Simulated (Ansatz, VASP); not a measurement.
# One calculation of Mo, two programs

File INCAR:

```
SYSTEM = Mo
PREC = Accurate
ENCUT = 520
EDIFF = 1E-6
ISMEAR = 0
SIGMA = 0.15
LREAL = .False.
LASPH = .True.
NELM = 100
ALGO = Fast
ISIF = 2
LWAVE = .False.
LCHARG = .False.
GGA = PS
NBANDS = 13
```

Contents of KPOINTS:

```
regular mesh
0
Gamma
  22 22 22
  0 0 0
```

File POSCAR:

```
Mo
1.0
   -1.6181300000      1.5710000000      1.5710000000
    1.6181300000     -1.5710000000      1.5710000000
    1.6181300000      1.5710000000     -1.5710000000
Mo
1
Direct
    0.0000000000      0.0000000000      0.0000000000
```

Input for Ansatz:

```yaml
crystal:
  lattice:
    - [-1.61813, 1.571, 1.571]
    - [1.61813, -1.571, 1.571]
    - [1.61813, 1.571, -1.571]
  atoms:
    - { symbol: Mo, position: [0.0, 0.0, 0.0] }
basis:
  ecutwfc: 420
kpoints:
  mp_grid: { grid: [22, 22, 22] }
hamiltonian:
  xc: pbesol
scf:
  occupations: { method: gaussian, width: 0.15 }
output:
  forces: true
  stress: true
  eigenvalues: true
```

Change from the starting cell: strain +0.0300 x Voigt [1, 0, 0, 0, 0, 0], atoms carried along.

Alike in both runs: task single point; functional PBEsol; k mesh 22 × 22 × 22; occupations gaussian, width 0.15 eV; no spin polarisation.

```csv
,VASP,Ansatz
version,VASP 6.6.1,Ansatz 0.2.0
potentials or method,"VASP PAW PBE potentials, release 64 (Mo_sv)","scalar-relativistic, plane waves, PAW"
plane-wave cutoff (eV),520,420
valence electrons in the cell,14,14
```

```tsv
	VASP	Ansatz	Ansatz less VASP
gap on the k mesh at the Fermi level (eV)	none	none	-
pressure (GPa)	-10.0	-10.5	-0.50
largest component of the traceless stress (GPa)	5.56	5.56	+0.002
```

A gap of «none» marks a metal or a gap that the smearing closes.

Caveats: the PAW data sets were made with another functional, which shifts forces and pressure a little (VASP).
